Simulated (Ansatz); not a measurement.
Reaction (ligand exchange at a B–O bond): `CC(=O)OB(F)F` + CH₃SH → `CSB(F)F` + `CC(=O)O`

Gas-phase electronic energies from Ansatz, PBE0-D4/def2-TZVP geometries. CCSD(T)/CBS is the MP2 limit (def2-TZVPP, def2-QZVPP) plus CCSD(T) − MP2 in def2-TZVPP, frozen cores. This one scheme is used for every species. DFT in def2-TZVPP. B3LYP here is the variant with VWN-RPA as its local correlation; programs differ in this. Each species was taken in one conformer, which may not be the lowest.

`CC(=O)OB(F)F`:

```xyz
10

C     0.224   -1.396    0.855
C    -0.421   -0.126    0.414
O    -1.537    0.222    0.635
O     0.471    0.664   -0.272
B     0.111    1.612   -1.186
F    -1.024    1.585   -1.844
F     0.989    2.550   -1.468
H     1.114   -1.169    1.444
H     0.552   -1.962   -0.019
H    -0.479   -1.982    1.441
```

CH₃SH:

```xyz
6

C    -0.398    0.269    0.102
S     0.911   -0.384   -0.957
H    -1.039   -0.526    0.482
H    -0.997    0.927   -0.527
H     0.009    0.854    0.927
H     1.514   -1.141   -0.027
```

`CSB(F)F`:

```xyz
8

C     0.808   -0.467    0.823
S    -0.069    1.085    0.499
B    -0.998    0.659   -0.972
F    -1.783    1.561   -1.531
F    -0.933   -0.537   -1.534
H     0.106   -1.283    0.981
H     1.387   -0.310    1.731
H     1.482   -0.709    0.004
```

`CC(=O)O`:

Z-matrix (Å, degrees):
```
C
C 1 1.495
H 1 1.092 2 109.8
H 1 1.092 2 109.8 3 117.7
H 1 1.087 2 109.6 3 -121.2
O 2 1.200 1 126.0 3 121.1
O 2 1.346 1 111.6 3 -58.9
H 7 0.968 2 106.4 1 180.0
```

Problem. Is it downhill or uphill in electronic energy at CCSD(T)/CBS, and by how much? (An estimate is asked.)

Solution. The calculation gave: Uphill: ΔE = +22.5 kJ/mol.

Problem. What do these levels give: r2SCAN-D4, B3LYP-D4, ωB97X-V, B2PLYP, CAM-B3LYP, HF/CBS(def2)? (Best estimate.)

Solution. Ansatz gave: r2SCAN-D4 16.5, B3LYP-D4 23.1, ωB97X-V 20.2, B2PLYP 23.4, CAM-B3LYP 27.0, HF/CBS(def2) 44.5 kJ/mol.

Largest T1 diagnostic among the species: 0.015.

From r2SCAN to r2SCAN0 (25 % exact exchange), in def2-TZVPP and without D4, ΔE moves by +4.2 kJ/mol. In def2-TZVPP, CCSD(T) changes the Hartree–Fock value by −17.6 kJ/mol (the triples alone add −3.8 kJ/mol) and MP2 by −22.3 kJ/mol.
